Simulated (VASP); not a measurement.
# ScAl3 (Pm-3m) in VASP: further runs

One crystal, ScAl3, is run at these levels: PBE+D3(BJ); tasks: relaxation of cell and atoms.

Program: VASP 6.6.1. These are calculated values, not measurements. Logs are shortened: lines on timing, memory, paths and dates and some standing lists are left out, and cuts for length are marked.

## 1. The crystal as given

The structure is cubic, space group Pm-3m (No. 221). Conventional cell: a = 4.088 Å, b = 4.088 Å, c = 4.088 Å, α = 90.00°, β = 90.00°, γ = 90.00°. Sc (site symmetry m-3m) has 12 Al at 2.89 Å as nearest neighbours. Around Al (site symmetry 4/mmm) lie 4 Sc at 2.89 Å and 8 Al at 2.89 Å.

The cell is a database's computed one.

## 2. Relaxation of cell and atoms, PBE+D3(BJ)

INCAR reads:

```
PREC     = Accurate       # precision mode
ENCUT    = 600            # plane-wave cutoff, eV
EDIFF    = 1E-6           # SCF threshold, eV
ISMEAR   = 1              # smearing method
SIGMA    = 0.1            # smearing width, eV
LREAL    = F              # projectors in reciprocal space
LASPH    = T              # aspherical terms in the spheres
NELM     = 80             # most SCF steps
ALGO     = Normal         # electronic algorithm
ISIF     = 3              # what is computed and relaxed
LWAVE    = F              # write WAVECAR
LCHARG   = F              # write CHGCAR
GGA      = PE             # functional
IVDW     = 12             # dispersion correction
IBRION   = 2              # ionic algorithm
NSW      = 90             # ionic steps
EDIFFG   = -0.01          # ionic threshold
```

KPOINTS reads:

```
regular mesh
0
Gamma
  10 10 10
```

POSCAR reads:

```
ScAl3
1.0
    4.0878065700      0.0000000000      0.0000000000
    0.0000000000      4.0878065700      0.0000000000
    0.0000000000      0.0000000000      4.0878065700
Sc Al
1 3
Direct
    0.0000000000      0.0000000000      0.0000000000
    0.5000000000      0.0000000000      0.5000000000
    0.0000000000      0.5000000000      0.5000000000
    0.5000000000      0.5000000000      0.0000000000
```

Potentials or basis: VASP PAW PBE potentials, release 64 (Sc_sv, Al).

Run with:

```
cat potpaw_PBE.64/Sc_sv/POTCAR potpaw_PBE.64/Al/POTCAR > POTCAR
mpirun -np 1 vasp_std > vasp.out
```

OUTCAR:

```text
PREC = Accurate
   ENCUT = 600
   EDIFF = 1E-6
   ISMEAR = 1
   LREAL = F
   LASPH = T
   NELM = 80
   ISIF = 3
   GGA = PE
   IVDW = 12
   IBRION = 2
   NSW = 90
   EDIFFG = -0.01
 IVDW          = 12

 ion  position               nearest neighbor table
   1  0.000  0.000  0.000-   2 2.89   3 2.89   4 2.89   2 2.89   3 2.89   3 2.89   4 2.89   3 2.89
                             2 2.89   4 2.89   2 2.89   4 2.89
   2  0.500  0.000  0.500-   1 2.89   3 2.89   4 2.89   1 2.89   4 2.89   3 2.89   4 2.89   4 2.89
                             1 2.89   3 2.89   1 2.89   3 2.89
   3  0.000  0.500  0.500-   1 2.89   2 2.89   4 2.89   1 2.89   4 2.89   1 2.89   2 2.89   1 2.89
                             2 2.89   4 2.89   4 2.89   2 2.89
   4  0.500  0.500  0.000-   1 2.89   2 2.89   3 2.89   2 2.89   3 2.89   1 2.89   2 2.89   2 2.89
                             1 2.89   3 2.89   3 2.89   1 2.89

  LATTYP: Found a simple cubic cell.
 ALAT       =     4.0878065700

  Lattice vectors:

 A1 = (   4.0878065700,   0.0000000000,   0.0000000000)
 A2 = (   0.0000000000,   4.0878065700,   0.0000000000)
 A3 = (   0.0000000000,   0.0000000000,   4.0878065700)

Analysis of symmetry for initial positions (statically):
=====================================================================
 Subroutine PRICEL returns:
 Original cell was already a primitive cell.

 Routine SETGRP: Setting up the symmetry group for a
 simple cubic supercell.

 Subroutine GETGRP returns: Found 48 space group operations
 (whereof 48 operations were pure point group operations)
 out of a pool of 48 trial point group operations.

The static configuration has the point symmetry O_h .

Analysis of symmetry for dynamics (positions and initial velocities):
=====================================================================
 Subroutine PRICEL returns:
 Original cell was already a primitive cell.

 Routine SETGRP: Setting up the symmetry group for a
 simple cubic supercell.

 Subroutine GETGRP returns: Found 48 space group operations
 (whereof 48 operations were pure point group operations)
 out of a pool of 48 trial point group operations.

The dynamic configuration has the point symmetry O_h .

 Subroutine INISYM returns: Found 48 space group operations
 (whereof 48 operations are pure point group operations),
 and found     1 'primitive' translations

----------------------------------------------------------------------------------------

                                     Primitive cell

  volume of cell :      68.3079

  direct lattice vectors                    reciprocal lattice vectors
     4.087806570  0.000000000  0.000000000     0.244629970  0.000000000  0.000000000
     0.000000000  4.087806570  0.000000000     0.000000000  0.244629970  0.000000000
     0.000000000  0.000000000  4.087806570     0.000000000  0.000000000  0.244629970

  length of vectors
     4.087806570  4.087806570  4.087806570     0.244629970  0.244629970  0.244629970

  position of ions in fractional coordinates (direct lattice)
     0.000000000  0.000000000  0.000000000
     0.500000000  0.000000000  0.500000000
     0.000000000  0.500000000  0.500000000
     0.500000000  0.500000000  0.000000000

  ion indices of the primitive-cell ions
   primitive index   ion index
                 1           1
                 2           2
                 3           3
                 4           4

----------------------------------------------------------------------------------------

 KPOINTS: regular mesh

Automatic generation of k-mesh.
 Grid dimensions read from file:
 generate k-points for:   10   10   10

 Generating k-lattice:

  Cartesian coordinates                     Fractional coordinates (reciprocal lattice)
     0.024462997  0.000000000  0.000000000     0.100000000  0.000000000  0.000000000
     0.000000000  0.024462997  0.000000000     0.000000000  0.100000000  0.000000000
     0.000000000  0.000000000  0.024462997     0.000000000  0.000000000  0.100000000

  Length of vectors
     0.024462997  0.024462997  0.024462997

  Shift w.r.t. Gamma in fractional coordinates (k-lattice)
     0.000000000  0.000000000  0.000000000

 Subroutine IBZKPT returns following result:
 ===========================================

 Found     56 irreducible k-points:

 Following reciprocal coordinates:
            Coordinates               Weight
  0.000000  0.000000  0.000000      1.000000
  0.100000  0.000000  0.000000      6.000000
  0.200000  0.000000  0.000000      6.000000
  0.300000  0.000000  0.000000      6.000000
  0.400000  0.000000  0.000000      6.000000
  0.500000  0.000000  0.000000      3.000000
[... 16 lines left out ...]
  0.200000  0.100000  0.100000     24.000000
  0.300000  0.100000  0.100000     24.000000
 [... further k-points ...]
   k-points           NKPTS =     56   k-points in BZ     NKDIM =     56   number of bands    NBANDS=     14
   number of dos      NEDOS =    301   number of ions     NIONS =      4
   total plane-waves  NPLWV =  46656
   dimension x,y,z NGX =    36 NGY =   36 NGZ =   36
   dimension x,y,z NGXF=    72 NGYF=   72 NGZF=   72
   ions per type =               1   3
   NGX,Y,Z   is equivalent  to a cutoff of  14.64, 14.64, 14.64 a.u.
   NGXF,Y,Z  is equivalent  to a cutoff of  29.28, 29.28, 29.28 a.u.
 SYSTEM =  unknown system
   PREC   = accura    normal or accurate (medium, high low for compatibility)
   ISTART =      0    job   : 0-new  1-cont  2-samecut
   ICHARG =      2    charge: 1-file 2-atom 10-const
   ISPIN  =      1    spin polarized calculation?
   LNONCOLLINEAR =      F non collinear calculations
   LSORBIT =      F    spin-orbit coupling
   LASPH  =      T    aspherical Exc in radial PAW
   ENCUT  =  600.0 eV  44.10 Ry    6.64 a.u.   8.16  8.16  8.16*2*pi/ulx,y,z
   NELM   =     80;   NELMIN=  2; NELMDL= -5     # of ELM steps
   EDIFF  = 0.1E-05   stopping-criterion for ELM
   LREAL  =      F    real-space projection
   EDIFFG = -.1E-01   stopping-criterion for IOM
   NSW    =     90    number of steps for IOM
   IBRION =      2    ionic relax: 0-MD 1-quasi-New 2-CG
   NFREE  =      1    steps in history (QN), initial steepest desc. (CG)
   ISIF   =      3    stress and relaxation
   ISYM   =      2    0-nonsym 1-usesym 2-fastsym
   POTIM  = 0.5000    time-step for ionic-motion
   TEBEG  =    0.0;   TEEND  =   0.0 temperature during run
   PSTRESS=    0.0 pullay stress
   NELECT =      20.0000    total number of electrons
   NUPDOWN=      -1.0000    fix difference up-down
   EMIN   =  10.00;   EMAX   =-10.00  energy-range for DOS
   EFERMI =   0.00;   METHOD = LEGACY
   ISMEAR =     1;   SIGMA  =   0.10  broadening in eV -4-tet -1-fermi 0-gaus
   EFERMI_NEDOS =   21; number of points for ismear=-14 and -15
   IALGO  =     38    algorithm
   IMIX   =      4    mixing-type and parameters
     AMIX     =   0.40;   BMIX     =  1.00
     AMIX_MAG =   1.60;   BMIX_MAG =  1.00
  volume/ion in A,a.u.               =      17.08       115.24
  Fermi-wavevector in a.u.,A,eV,Ry     =   1.087079  2.054282 16.078563  1.181741
  Thomas-Fermi vector in A             =   2.223230
   LORBIT       =      0    0 simple, 1 ext, 2 COOP (PROOUT), +10 PAW based schemes
   GGA     = PE    functional components
   LHFCALC =     F    Hartree Fock is set to
   AEXX    =    0.0000 exact exchange contribution
   IVDW    =    12    specifies the selected vdW correction
   LEPSILON=     F    determine dielectric tensor
   LRPA    =     F    only Hartree local field effects (RPA)
 conjugate gradient relaxation of ions
 non-spin polarized calculation
 Methfessel and Paxton  Order N= 1 SIGMA  =   0.10
  energy-cutoff  :      600.00
  volume of cell :       68.31
 maximum number of plane-waves:      2301
 NGX is ok and might be reduce to    36
   NGX = 17   NGY = 17   NGZ = 17

--------------------------------------- Ionic step        1  -------------------------------------------

 number of electron      20.0000002 magnetization

 Free energy of the ion-electron system (eV)
  ---------------------------------------------------
  ext. energy  EPLUGINS =         0.00000000
  ---------------------------------------------------
  free energy    TOTEN  =       -19.29505277 eV

  energy without entropy =      -19.29569888  energy(sigma->0) =      -19.29526814

------------------------ aborting loop because EDIFF is reached ----------------------------------------

 Edisp (eV)   -1.51608

 E8    (eV) :    -0.6964

  FORCE on cell =-STRESS in cart. coord.  units (eV):
  Direction    XX          YY          ZZ          XY          YZ          ZX
  --------------------------------------------------------------------------------------
  -------------------------------------------------------------------------------------
  Total      -1.08782    -1.08782    -1.08782    -0.00000     0.00000     0.00000
  in kB     -25.51514   -25.51514   -25.51514    -0.00000     0.00000     0.00000
  external pressure =      -25.52 kB  Pullay stress =        0.00 kB
[... 65 lines left out ...]
  energy  without entropy=      -20.8250633907  energy(sigma->0) =      -20.82463582

--------------------------------------- Ionic step        3  -------------------------------------------

 number of electron      20.0000004 magnetization

 Free energy of the ion-electron system (eV)
  ---------------------------------------------------
  ext. energy  EPLUGINS =         0.00000000
  ---------------------------------------------------
  free energy    TOTEN  =       -19.26499621 eV

  energy without entropy =      -19.26566456  energy(sigma->0) =      -19.26521899

 E-fermi :   7.5530     XC(G=0): -10.5278

 val. band max:        7.5189767290   @ k =   0.5000   0.1000   0.1000
 cond. band min:       7.5545702461   @ k =   0.3000   0.0000   0.0000
 fundamental gap:      0.0355935171
 Fermi energy:         7.5530496035

 k-point     1 :       0.0000    0.0000    0.0000
  band No.  band energies     occupation
      1     -41.3358      2.00000
      2     -20.0508      2.00000
      3     -20.0508      2.00000
      4     -20.0508      2.00000
      5      -2.6487      2.00000
      6       4.8794      2.00000
      7       4.8794      2.00000
      8       5.7032      2.00000
      9       5.7032      2.00000
     10       5.7032      2.00000
     11       8.7912     -0.00000
     12       8.8583     -0.00000
     13       8.8583     -0.00000
     14       8.8583     -0.00000
[... 375 lines left out ...]
 k-point    24 :       0.3000    0.1000    0.1000
  band No.  band energies     occupation
      1     -41.3345      2.00000
      2     -20.0743      2.00000
      3     -20.0522      2.00000
      4     -20.0518      2.00000
      5      -1.6417      2.00000
      6       1.9291      2.00000
      7       4.5547      2.00000
      8       5.1454      2.00000
      9       6.3161      2.00000
     10       7.7671     -0.00988
     11       8.1859     -0.00000
     12       8.5942     -0.00000
     13       9.5393     -0.00000
     14      10.3136      0.00000

 [... further k-points ...]

------------------------ aborting loop because EDIFF is reached ----------------------------------------

 Edisp (eV)   -1.56185

 E8    (eV) :    -0.7178

  FORCE on cell =-STRESS in cart. coord.  units (eV):
  Direction    XX          YY          ZZ          XY          YZ          ZX
  --------------------------------------------------------------------------------------
  -------------------------------------------------------------------------------------
  Total      -0.00046    -0.00046    -0.00046     0.00000     0.00000    -0.00000
  in kB      -0.01100    -0.01100    -0.01100     0.00000     0.00000    -0.00000
  external pressure =       -0.01 kB  Pullay stress =        0.00 kB
[... 19 lines left out ...]
  FREE ENERGIE OF THE ION-ELECTRON SYSTEM (eV)
  ---------------------------------------------------
  free  energy   TOTEN  =       -20.8268468109 eV

  energy  without entropy=      -20.8275151549  energy(sigma->0) =      -20.82706959

 reached required accuracy - stopping structural energy minimisation
```

It took 1.8 min on 1 thread of Intel Xeon Platinum 8488C (Sapphire Rapids), shared host; peak memory 0.26 GiB.

Results:

| Item | Value |
| --- | --- |
| Free energy | -20.8268 eV |
| Relaxed volume | 16.60 Å³/atom |
| Relaxed cell | a = 4.049 Å, b = 4.049 Å, c = 4.049 Å, α = 90.00°, β = 90.00°, γ = 90.00° |
| Space group after relaxing (to 0.05 Å) | Pm-3m (No. 221) |
| Energy gained by relaxing | 3.9 meV/atom |
| Ionic steps | 3 |
| Pressure after relaxing | 0.0 GPa |
| Band gap on the k mesh | none (metal or under the smearing width) |
| Dispersion energy per atom | -0.390 eV |

The path:
```
step  energy change (eV)  largest force (eV/Å)  pressure (GPa)  volume (Å³)
   1              0.0000                0.0000           -2.55        68.31
   2             -0.0133                0.0000            1.08        65.65
   3             -0.0157                0.0000            0.00        66.38
```

Final structure:
```
Sc Al
1.0
     4.04906    0.00000    0.00000
     0.00000    4.04906    0.00000
     0.00000    0.00000    4.04906
Sc Al
1 3
Direct
  0.00000 0.00000 0.00000
  0.50000 0.00000 0.50000
  0.00000 0.50000 0.50000
  0.50000 0.50000 0.00000
```

Levels at points of the mesh, in eV from the Fermi level:
| k point | band 6 | band 7 | band 8 | band 9 | band 10 | band 11 | band 12 | band 13 | band 14 |
| --- | --- | --- | --- | --- | --- | --- | --- | --- | --- |
| (0.00, 0.00, 0.00) | -2.67 | -2.67 | -1.85 | -1.85 | -1.85 | 1.24 | 1.31 | 1.31 | 1.31 |
| (0.50, 0.00, 0.00) | -7.45 | -1.78 | -1.78 | -1.55 | 1.01 | 1.02 | 1.02 | 1.34 | 1.66 |
| (0.50, 0.50, 0.00) | -5.70 | -5.70 | -4.45 | -0.57 | -0.57 | 1.19 | 1.39 | 2.13 | 2.57 |
| (0.50, 0.50, 0.50) | -4.87 | -4.87 | -4.60 | -3.01 | -3.01 | -3.01 | 1.02 | 2.68 | 2.68 |

Caveat: pairwise dispersion overbinds metals, which lowers pressure and volume.

[end of part 1 of 2]
